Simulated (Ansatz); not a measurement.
**Relaxation of SiNi$_{2}$**

The calculation used Ansatz 0.2.0, DFT PBEsol, scalar-relativistic, plane waves, PAW. (420 eV cutoff, 12×12×8 k-mesh, Gaussian smearing of 0.10 eV, no spin polarisation)

What was changed: biaxial strain in the a-b plane, c and atoms relaxed: -6.0 %.

Command:

```bash
ansatz run input.yaml --threads 1 --pin off --max-ram 2560MiB --backend cpu --events-out ev --progress --plain --runs-dir out
```

Input:

```yaml
crystal:
  lattice:
    - [3.6363558345, 0.0, 0.0]
    - [-1.8181779173, 3.1491765299, 0.0]
    - [0.0, 0.0, 5.0939967282]
  atoms:
    - { symbol: Si, position: [0.3333333333, 0.6666666667, 0.75] }
    - { symbol: Si, position: [0.6666666667, 0.3333333333, 0.25] }
    - { symbol: Ni, position: [0.0, 0.0, 0.0] }
    - { symbol: Ni, position: [0.0, 0.0, 0.5] }
    - { symbol: Ni, position: [0.3333333333, 0.6666666667, 0.25] }
    - { symbol: Ni, position: [0.6666666667, 0.3333333333, 0.75] }
basis:
  ecutwfc: 420
kpoints:
  mp_grid: { grid: [12, 12, 8] }
hamiltonian:
  xc: pbesol
scf:
  occupations: { method: gaussian, width: 0.1 }
output:
  forces: true
  stress: true
  eigenvalues: true
relax:
  adjacent_minimum: "off"
  f_tol: 0.008
  max_steps: 40
  cell: { stress_tol: 0.015, fix: [a, b, gamma] }
```

F is the free energy. Steps run on the plane waves of an earlier cell, but the last one, and at times one on the way, on a freshly chosen basis, so a repeated geometry can differ a little in energy. The held parts of the cell keep their stress, so P needn't end at zero.

Steps:

```tsv
step	F − F(1) (eV)	largest force component (eV/Å)	V (Å³/atom)	P (GPa)
1	0.0000	0.000	9.722	30.36
2	-0.0171	0.000	9.806	28.10
3	-0.0261	0.000	9.920	25.21
4	-0.0261	0.000	9.932	24.93
5	-0.0267	0.000	9.932	24.94
6	-0.0267	0.000	9.933	24.91
7	-0.0267	0.000	9.933	24.91
```

Relaxed structure:

```xyz
6
Lattice="3.6364 0.0000 0.0000 -1.8182 3.1492 0.0000 0.0000 0.0000 5.2045" Properties=species:S:1:pos:R:3 pbc="T T T"
Si    0.0000    2.0995    3.9033
Si    1.8182    1.0497    1.3011
Ni    0.0000    0.0000    0.0000
Ni    0.0000    0.0000    2.6022
Ni    0.0000    2.0995    1.3011
Ni    1.8182    1.0497    3.9033
```

Symmetry: P6_3/mmc, No. 194, hexagonal system. Conventional cell: a = 3.636 Å, b = 3.636 Å, c = 5.204 Å, α = 90.00°, β = 90.00°, γ = 120.00°. Si (site symmetry -6m2) has 3 Ni at 2.10 Å as nearest neighbours. Ni (site symmetry -3m) is surrounded by 8 Ni at 2.47 to 2.60 Å and 6 Si at 2.47 Å. Ni (site symmetry -6m2) is surrounded by 3 Si at 2.10 Å.

The run converged. It took 120 s on 1 thread of Arm Neoverse V2, with other jobs on the host, peak memory 0.48 GiB.